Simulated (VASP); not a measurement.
# Mg (P6/mmm) in VASP: notebook

One crystal, Mg, is run at these levels: r2SCAN; tasks: single point.

All numbers are computed with VASP 6.6.1; they aren't measurements. Logs are shortened: lines on timing, memory, paths and dates and some standing lists are left out, and cuts for length are marked.

### Step 1. The crystal as given

Symmetry: P6/mmm, No. 191, hexagonal system. The conventional cell has a = 3.050 Å, b = 3.050 Å, c = 3.045 Å, α = 90.00°, β = 90.00°, γ = 120.00°. Around Mg (site symmetry 6/mmm) lie 8 Mg at 3.04 to 3.05 Å.

This isn't the form of Mg at room conditions, which is hcp.

### Step 2. Single point, r2SCAN

File INCAR:

```
ADDGRID = False
ALGO = Normal
EDIFF = 1E-6
ENCUT = 400
ISIF = 2
ISMEAR = -5
LASPH = True
LCHARG = False
LMIXTAU = True
LREAL = False
LWAVE = False
METAGGA = R2SCAN
NELM = 100
PREC = Accurate
SIGMA = 0.2
```

File KPOINTS:

```
k-points
0
Gamma
  15 15 13
```

File POSCAR:

```
Mg
1.0
    3.0502998005      0.0000000000      0.0000000000
   -1.5251499003      2.6416371164      0.0000000000
    0.0000000000      0.0000000000      3.0448375700
Mg
1
Direct
    0.0000000000      0.0000000000      0.0000000000
```

Potentials or basis: VASP PAW PBE potentials, release 64 (Mg).

The run is started by

```console
> cat potpaw_PBE.64/Mg/POTCAR > POTCAR
> mpirun -np 1 vasp_std > vasp.out
```

OUTCAR:

```text
EDIFF = 1E-6
   ENCUT = 400
   ISIF = 2
   ISMEAR = -5
   LASPH = True
   LREAL = False
   METAGGA = R2SCAN
   NELM = 100
   PREC = Accurate

 Found    189 irreducible k-points:

 Following reciprocal coordinates:
            Coordinates               Weight
  0.000000  0.000000  0.000000      1.000000
  0.066667  0.000000  0.000000      6.000000
  0.133333  0.000000  0.000000      6.000000
  0.200000  0.000000  0.000000      6.000000
  0.266667  0.000000  0.000000      6.000000
  0.333333  0.000000  0.000000      6.000000
   k-points           NKPTS =    189   k-points in BZ     NKDIM =    189   number of bands    NBANDS=      5
   number of dos      NEDOS =    301   number of ions     NIONS =      1
   total plane-waves  NPLWV =   8000
   dimension x,y,z NGX =    20 NGY =   20 NGZ =   20
   dimension x,y,z NGXF=    40 NGYF=   40 NGZF=   40
   ions per type =               1
   NGX,Y,Z   is equivalent  to a cutoff of  10.90, 10.90, 10.92 a.u.
   NGXF,Y,Z  is equivalent  to a cutoff of  21.80, 21.80, 21.84 a.u.
 SYSTEM =  unknown system
   PREC   = accura    normal or accurate (medium, high low for compatibility)
   ISTART =      0    job   : 0-new  1-cont  2-samecut
   ICHARG =      2    charge: 1-file 2-atom 10-const
   ISPIN  =      1    spin polarized calculation?
   LNONCOLLINEAR =      F non collinear calculations
   LSORBIT =      F    spin-orbit coupling
   LASPH  =      T    aspherical Exc in radial PAW
   ENCUT  =  400.0 eV  29.40 Ry    5.42 a.u.   4.97  4.97  4.97*2*pi/ulx,y,z
   NELM   =    100;   NELMIN=  2; NELMDL= -5     # of ELM steps
   EDIFF  = 0.1E-05   stopping-criterion for ELM
   LREAL  =      F    real-space projection
   EDIFFG = 0.1E-04   stopping-criterion for IOM
   NSW    =      0    number of steps for IOM
   IBRION =     -1    ionic relax: 0-MD 1-quasi-New 2-CG
   NFREE  =      0    steps in history (QN), initial steepest desc. (CG)
   ISIF   =      2    stress and relaxation
   ISYM   =      2    0-nonsym 1-usesym 2-fastsym
   POTIM  = 0.5000    time-step for ionic-motion
   TEBEG  =    0.0;   TEEND  =   0.0 temperature during run
   PSTRESS=    0.0 pullay stress
   NELECT =       2.0000    total number of electrons
   NUPDOWN=      -1.0000    fix difference up-down
   EMIN   =  10.00;   EMAX   =-10.00  energy-range for DOS
   EFERMI =   0.00;   METHOD = LEGACY
   ISMEAR =    -5;   SIGMA  =   0.20  broadening in eV -4-tet -1-fermi 0-gaus
   EFERMI_NEDOS =   21; number of points for ismear=-14 and -15
   IALGO  =     38    algorithm
   IMIX   =      4    mixing-type and parameters
     AMIX     =   0.40;   BMIX     =  1.00
     AMIX_MAG =   1.60;   BMIX_MAG =  1.00
  volume/ion in A,a.u.               =      24.53       165.57
  Fermi-wavevector in a.u.,A,eV,Ry     =   0.709836  1.341396  6.855535  0.503868
  Thomas-Fermi vector in A             =   1.796524
   LORBIT       =      0    0 simple, 1 ext, 2 COOP (PROOUT), +10 PAW based schemes
   METAGGA = R2SCAN    functional components
   LHFCALC =     F    Hartree Fock is set to
   AEXX    =    0.0000 exact exchange contribution
   IVDW    =     0    specifies the selected vdW correction
   LEPSILON=     F    determine dielectric tensor
   LRPA    =     F    only Hartree local field effects (RPA)
 non-spin polarized calculation
 Fermi weights with tetrahedron method with Bloechl corrections
  energy-cutoff  :      400.00
  volume of cell :       24.53
 maximum number of plane-waves:       456
 NGX is ok and might be reduce to    20

 number of electron       2.0000000 magnetization

 Free energy of the ion-electron system (eV)
  ---------------------------------------------------
  ext. energy  EPLUGINS =         0.00000000
  ---------------------------------------------------
  free energy    TOTEN  =        -3.86954130 eV

  energy without entropy =       -3.86954130  energy(sigma->0) =       -3.86954130

 E-fermi :   2.3313     XC(G=0):  -8.8338

 val. band max:        2.6376481387   @ k =   0.3333   0.3333   0.1538
 cond. band min:       2.1450410017   @ k =   0.4667   0.0667   0.2308
 fundamental gap:     -0.4926071370
 Fermi energy:         2.3313412407

 k-point     1 :       0.0000    0.0000    0.0000
  band No.  band energies     occupation
      1      -4.8360      2.00000
      2      10.8249      0.00000
      3      11.7529      0.00000
      4      15.7138      0.00000
      5      15.7138      0.00000

 k-point     2 :       0.0667    0.0000    0.0000
  band No.  band energies     occupation
      1      -4.7332      2.00000
      2      10.8145      0.00000
      3      11.8385      0.00000
      4      14.0974      0.00000
      5      15.0249      0.00000

 k-point     3 :       0.1333    0.0000    0.0000
  band No.  band energies     occupation
      1      -4.4253      2.00000
      2      10.5312      0.00000
      3      12.0954      0.00000
      4      12.1634      0.00000
      5      14.0788      0.00000

 k-point     4 :       0.2000    0.0000    0.0000
  band No.  band energies     occupation
      1      -3.9142      2.00000
      2       9.0018      0.00000
      3      11.5393      0.00000
      4      12.5239      0.00000
      5      13.2542      0.00000

 k-point     5 :       0.2667    0.0000    0.0000
  band No.  band energies     occupation
      1      -3.2032      2.00000
      2       6.9910      0.00000
      3      11.4541      0.00000
      4      12.5871      0.00000
      5      13.1241      0.00000

 k-point     6 :       0.3333    0.0000    0.0000
  band No.  band energies     occupation
      1      -2.2972      2.00000
      2       5.0484      0.00000
      3      11.3554      0.00000
      4      12.0851      0.00000
      5      13.8942      0.00000

 [... further k-points ...]
[... 5 lines left out ...]
  --------------------------------------------------------------------------------------
  -------------------------------------------------------------------------------------
  Total        0.0621826      0.0621826      0.0165382     -0.0000000     -0.0000000      0.0000000
  in kB        4.0606887      4.0606887      1.0799857     -0.0000000     -0.0000000      0.0000000
  external PRESSURE =       3.0671210 kB  Pullay stress =       0.0000000 kB

 VOLUME and BASIS-vectors are now :
 -----------------------------------------------------------------------------
  energy-cutoff  :      400.00
  volume of cell :       24.53
      direct lattice vectors                 reciprocal lattice vectors
     3.050299800  0.000000000  0.000000000     0.327836628  0.189276565  0.000000000
    -1.525149900  2.641637116  0.000000000     0.000000000  0.378553130  0.000000000
     0.000000000  0.000000000  3.044837570     0.000000000  0.000000000  0.328424744

 POSITION                                       TOTAL-FORCE (eV/Angst)
 -----------------------------------------------------------------------------------
      0.00000      0.00000      0.00000        -0.000000      0.000000      0.000000
 -----------------------------------------------------------------------------------
    total drift:                                0.000000      0.000000      0.000000

  FREE ENERGIE OF THE ION-ELECTRON SYSTEM (eV)
  ---------------------------------------------------
  free  energy   TOTEN  =        -3.8695412983 eV

  energy  without entropy=       -3.8695412983  energy(sigma->0) =       -3.86954130
```

OSZICAR:

```text
N       E                     dE             d eps       ncg     rms          rms(c)
DAV:   1    -0.319755717016E+01   -0.31976E+01   -0.64314E+02  2085   0.209E+02
DAV:   2    -0.393366296412E+01   -0.73611E+00   -0.69920E+00  2510   0.146E+01
[... 10 lines left out ...]
DAV:  13    -0.386995977889E+01   -0.94089E-05   -0.48504E-05  2425   0.503E-02    0.105E-01
DAV:  14    -0.386962481717E+01    0.33496E-03   -0.30300E-04  2110   0.114E-01    0.437E-02
DAV:  15    -0.386956259213E+01    0.62225E-04   -0.37436E-05  2010   0.360E-02    0.230E-02
DAV:  16    -0.386955446342E+01    0.81287E-05   -0.29651E-05  1980   0.315E-02    0.802E-03
DAV:  17    -0.386954787867E+01    0.65847E-05   -0.10626E-05  2400   0.190E-02    0.153E-03
DAV:  18    -0.386954190513E+01    0.59735E-05   -0.12134E-06  1905   0.935E-03    0.944E-04
DAV:  19    -0.386954129832E+01    0.60681E-06   -0.14991E-07   990   0.342E-03
   1 F= -.38695413E+01 E0= -.38695413E+01  d E =0.000000E+00
```

stdout:

```text
POSCAR found type information on POSCAR Mg
 POSCAR found :  1 types and       1 ions
 scaLAPACK will be used
 -----------------------------------------------------------------------------
|                                                                             |
[... 23 lines left out ...]
|     occupations, so forces and stress will be inaccurate. We suggest        |
|     using a different smearing scheme ISMEAR = 1 or 2 for metals in         |
|     relaxations.                                                            |
|                                                                             |
 -----------------------------------------------------------------------------
```

It took 29 s on 1 thread of Intel Xeon 6975P-C (Granite Rapids), shared host; peak memory 0.14 GiB.

The run converged, but some of its settings lie outside the range that counts as converged, so its numbers aren't taken as properties of the crystal.

What came out:

| Quantity | Value |
| --- | --- |
| Free energy | -3.8695 eV |
| Pressure | 0.3 GPa |
| Band gap on the k mesh | none (metal or under the smearing width) |

Caveat: the PAW data sets were made with another functional, which shifts forces and pressure a little; tetrahedron occupations give inexact forces and stress in metals.

### Step 3. Single point, r2SCAN

This run uses another cell than the first one, of the same volume but with other edges.

INCAR is that of step 2.

KPOINTS is that of step 2.

File POSCAR:

```
Mg
1.0
    3.1430880000     -0.0084060000     -0.0278050000
   -1.5788240000      2.6046760000      0.0276970000
   -0.0277550000      0.0158990000      3.0020770000
Mg
1
Direct
   -0.0144770000      0.0117080000      0.0082640000
```

Potentials or basis: VASP PAW PBE potentials, release 64 (Mg).

The run is started by

```console
> cat potpaw_PBE.64/Mg/POTCAR > POTCAR
> mpirun -np 1 vasp_std > vasp.out
```

Wall time 2.7 min (1 thread of Intel Xeon 6975P-C (Granite Rapids), shared host); peak memory 0.27 GiB.

The run converged, but some of its settings lie outside the range that counts as converged, so its numbers aren't taken as properties of the crystal.

What came out:

- Free energy: -3.8658 eV
- Pressure: 0.2 GPa
- Band gap on the k mesh: none (metal or under the smearing width)

Caveat: the PAW data sets were made with another functional, which shifts forces and pressure a little; tetrahedron occupations give inexact forces and stress in metals.

### Step 4. Single point, r2SCAN

Edit INCAR of step 3 so:

```diff
@@ -5,3 +5,3 @@
 ISIF = 2
-ISMEAR = -5
+ISMEAR = 0
 LASPH = True
```

KPOINTS is that of step 3.

File POSCAR:

```
Mg
1.0
    3.0502998005      0.0000000000      0.0000000000
   -1.5251499003      2.6416371164      0.0000000000
    0.0000000000      0.0000000000      3.0448375700
Mg
1
Direct
    0.0000000000      0.0000000000      0.0000000000
```

The run is started by

```console
> cat potpaw_PBE.64/Mg/POTCAR > POTCAR
> mpirun -np 1 vasp_std > vasp.out
```

Wall time 30 s (1 thread of Intel Xeon 6975P-C (Granite Rapids), shared host); peak memory 0.13 GiB.

The run converged, but some of its settings lie outside the range that counts as converged, so its numbers aren't taken as properties of the crystal.

Results:

- Free energy: -3.8747 eV
- Pressure: 0.4 GPa
- Band gap on the k mesh: none (metal or under the smearing width)

Caveat: the PAW data sets were made with another functional, which shifts forces and pressure a little.

### Step 5. Single point, r2SCAN

This run uses another cell than the first one, of the same volume but with other edges.

INCAR is that of step 4.

KPOINTS is that of step 4.

File POSCAR:

```
Mg
1.0
    3.1430880000     -0.0084060000     -0.0278050000
   -1.5788240000      2.6046760000      0.0276970000
   -0.0277550000      0.0158990000      3.0020770000
Mg
1
Direct
   -0.0144770000      0.0117080000      0.0082640000
```

Potentials or basis: VASP PAW PBE potentials, release 64 (Mg).

The run is started by

```console
> cat potpaw_PBE.64/Mg/POTCAR > POTCAR
> mpirun -np 1 vasp_std > vasp.out
```

OUTCAR:

```text
EDIFF = 1E-6
   ENCUT = 400
   ISIF = 2
   ISMEAR = 0
   LASPH = True
   LREAL = False
   METAGGA = R2SCAN
   NELM = 100
   PREC = Accurate

 Found   1463 irreducible k-points:

 Following reciprocal coordinates:
            Coordinates               Weight
  0.000000  0.000000  0.000000      1.000000
  0.066667 -0.000000 -0.000000      2.000000
  0.133333 -0.000000  0.000000      2.000000
  0.200000 -0.000000  0.000000      2.000000
  0.266667 -0.000000  0.000000      2.000000
  0.333333  0.000000  0.000000      2.000000
   k-points           NKPTS =   1463   k-points in BZ     NKDIM =   1463   number of bands    NBANDS=      5
   number of dos      NEDOS =    301   number of ions     NIONS =      1
   total plane-waves  NPLWV =   9600
   dimension x,y,z NGX =    24 NGY =   20 NGZ =   20
   dimension x,y,z NGXF=    48 NGYF=   40 NGZF=   40
   ions per type =               1
   NGX,Y,Z   is equivalent  to a cutoff of  12.69, 10.92, 11.07 a.u.
   NGXF,Y,Z  is equivalent  to a cutoff of  25.39, 21.83, 22.15 a.u.
 SYSTEM =  unknown system
   PREC   = accura    normal or accurate (medium, high low for compatibility)
   ISTART =      0    job   : 0-new  1-cont  2-samecut
   ICHARG =      2    charge: 1-file 2-atom 10-const
   ISPIN  =      1    spin polarized calculation?
   LNONCOLLINEAR =      F non collinear calculations
   LSORBIT =      F    spin-orbit coupling
   LASPH  =      T    aspherical Exc in radial PAW
   ENCUT  =  400.0 eV  29.40 Ry    5.42 a.u.   5.13  4.97  4.90*2*pi/ulx,y,z
   NELM   =    100;   NELMIN=  2; NELMDL= -5     # of ELM steps
   EDIFF  = 0.1E-05   stopping-criterion for ELM
   LREAL  =      F    real-space projection
   EDIFFG = 0.1E-04   stopping-criterion for IOM
   NSW    =      0    number of steps for IOM
   IBRION =     -1    ionic relax: 0-MD 1-quasi-New 2-CG
   NFREE  =      0    steps in history (QN), initial steepest desc. (CG)
   ISIF   =      2    stress and relaxation
   ISYM   =      2    0-nonsym 1-usesym 2-fastsym
   POTIM  = 0.5000    time-step for ionic-motion
   TEBEG  =    0.0;   TEEND  =   0.0 temperature during run
   PSTRESS=    0.0 pullay stress
   NELECT =       2.0000    total number of electrons
   NUPDOWN=      -1.0000    fix difference up-down
   EMIN   =  10.00;   EMAX   =-10.00  energy-range for DOS
   EFERMI =   0.00;   METHOD = LEGACY
   ISMEAR =     0;   SIGMA  =   0.20  broadening in eV -4-tet -1-fermi 0-gaus
   EFERMI_NEDOS =   21; number of points for ismear=-14 and -15
   IALGO  =     38    algorithm
   IMIX   =      4    mixing-type and parameters
     AMIX     =   0.40;   BMIX     =  1.00
     AMIX_MAG =   1.60;   BMIX_MAG =  1.00
  volume/ion in A,a.u.               =      24.53       165.57
  Fermi-wavevector in a.u.,A,eV,Ry     =   0.709836  1.341396  6.855535  0.503868
  Thomas-Fermi vector in A             =   1.796524
   LORBIT       =      0    0 simple, 1 ext, 2 COOP (PROOUT), +10 PAW based schemes
   METAGGA = R2SCAN    functional components
   LHFCALC =     F    Hartree Fock is set to
   AEXX    =    0.0000 exact exchange contribution
   IVDW    =     0    specifies the selected vdW correction
   LEPSILON=     F    determine dielectric tensor
   LRPA    =     F    only Hartree local field effects (RPA)
 non-spin polarized calculation
 Gauss-broadening in eV      SIGMA  =   0.20
  energy-cutoff  :      400.00
  volume of cell :       24.53
 maximum number of plane-waves:       456
 NGX is ok and might be reduce to    24

 number of electron       2.0000000 magnetization

 Free energy of the ion-electron system (eV)
  ---------------------------------------------------
  ext. energy  EPLUGINS =         0.00000000
  ---------------------------------------------------
  free energy    TOTEN  =        -3.87028638 eV

  energy without entropy =       -3.86185130  energy(sigma->0) =       -3.86606884

 E-fermi :   2.2955     XC(G=0):  -8.8385

 val. band max:        2.2953111630   @ k =  -0.2667  -0.0667   0.4615
 cond. band min:       2.2959937865   @ k =   0.3333   0.3333  -0.0000
 fundamental gap:      0.0006826235
 Fermi energy:         2.2955207421

 k-point     1 :       0.0000    0.0000    0.0000
  band No.  band energies     occupation
      1      -4.8353      2.00000
      2      11.0953      0.00000
      3      12.2537      0.00000
      4      14.8999      0.00000
      5      16.1153      0.00000

 k-point     2 :       0.0667   -0.0000   -0.0000
  band No.  band energies     occupation
      1      -4.7356      2.00000
      2      11.0414      0.00000
      3      12.3367      0.00000
      4      13.5442      0.00000
      5      15.0371      0.00000

 k-point     3 :       0.1333   -0.0000    0.0000
  band No.  band energies     occupation
      1      -4.4371      2.00000
      2      10.4396      0.00000
      3      11.9951      0.00000
      4      12.5862      0.00000
      5      14.1032      0.00000

 k-point     4 :       0.2000   -0.0000    0.0000
  band No.  band energies     occupation
      1      -3.9414      2.00000
      2       8.6456      0.00000
      3      11.6395      0.00000
      4      12.9996      0.00000
      5      13.3348      0.00000

 k-point     5 :       0.2667   -0.0000    0.0000
  band No.  band energies     occupation
      1      -3.2516      2.00000
      2       6.6527      0.00000
      3      11.5245      0.00000
      4      12.7124      0.00000
      5      13.5790      0.00000

 k-point     6 :       0.3333    0.0000    0.0000
  band No.  band energies     occupation
      1      -2.3721      2.00000
      2       4.7560      0.00000
      3      11.3948      0.00000
      4      12.2254      0.00000
      5      14.3206      0.00000

 [... further k-points ...]
[... 5 lines left out ...]
  --------------------------------------------------------------------------------------
  -------------------------------------------------------------------------------------
  Total       -0.1983091      0.1800814      0.1246810      0.0252381      0.0209524     -0.0569956
  in kB      -12.9501045     11.7597927      8.1419969      1.6481156      1.3682474     -3.7219603
  external PRESSURE =       2.3172284 kB  Pullay stress =       0.0000000 kB

 VOLUME and BASIS-vectors are now :
 -----------------------------------------------------------------------------
  energy-cutoff  :      400.00
  volume of cell :       24.53
      direct lattice vectors                 reciprocal lattice vectors
     3.143088000 -0.008406000 -0.027805000     0.318692044  0.193154686  0.001923445
    -1.578824000  2.604676000  0.027697000     0.001010546  0.384559010 -0.002027282
    -0.027755000  0.015899000  3.002077000     0.002942377 -0.001758937  0.333139234

 POSITION                                       TOTAL-FORCE (eV/Angst)
 -----------------------------------------------------------------------------------
      3.07887      0.02234     -0.00227         0.000000      0.000000      0.000000
 -----------------------------------------------------------------------------------
    total drift:                               -0.000318      0.000024      0.000243

  FREE ENERGIE OF THE ION-ELECTRON SYSTEM (eV)
  ---------------------------------------------------
  free  energy   TOTEN  =        -3.8702863750 eV

  energy  without entropy=       -3.8618513006  energy(sigma->0) =       -3.86606884
```

OSZICAR:

```text
N       E                     dE             d eps       ncg     rms          rms(c)
DAV:   1    -0.328674200239E+01   -0.32867E+01   -0.65681E+02 16305   0.212E+02
DAV:   2    -0.393430276998E+01   -0.64756E+00   -0.59744E+00 19295   0.141E+01
DAV:   3    -0.393808060217E+01   -0.37778E-02   -0.37726E-02 18850   0.124E+00
[... 13 lines left out ...]
DAV:  17    -0.387028660417E+01   -0.12291E-04   -0.24252E-05 14745   0.266E-02    0.135E-02
DAV:  18    -0.387029691235E+01   -0.10308E-04   -0.53760E-06 15295   0.172E-02    0.126E-02
DAV:  19    -0.387028809938E+01    0.88130E-05   -0.22174E-06 14720   0.142E-02    0.518E-03
DAV:  20    -0.387028639296E+01    0.17064E-05   -0.19041E-06 15680   0.122E-02    0.257E-03
DAV:  21    -0.387028637501E+01    0.17951E-07   -0.60630E-08  7400   0.253E-03
   1 F= -.38702864E+01 E0= -.38660688E+01  d E =-.843507E-02
```

Wall time 2.5 min (1 thread of Intel Xeon 6975P-C (Granite Rapids), shared host); peak memory 0.26 GiB.

These settings aren't checked as converged: the numbers below hold their error.

Results:

```
Free energy            : -3.8703 eV
Pressure               : 0.2 GPa
Band gap on the k mesh : none (metal or under the smearing width)
```

Caveat: the PAW data sets were made with another functional, which shifts forces and pressure a little.

[end of part 1 of 2]
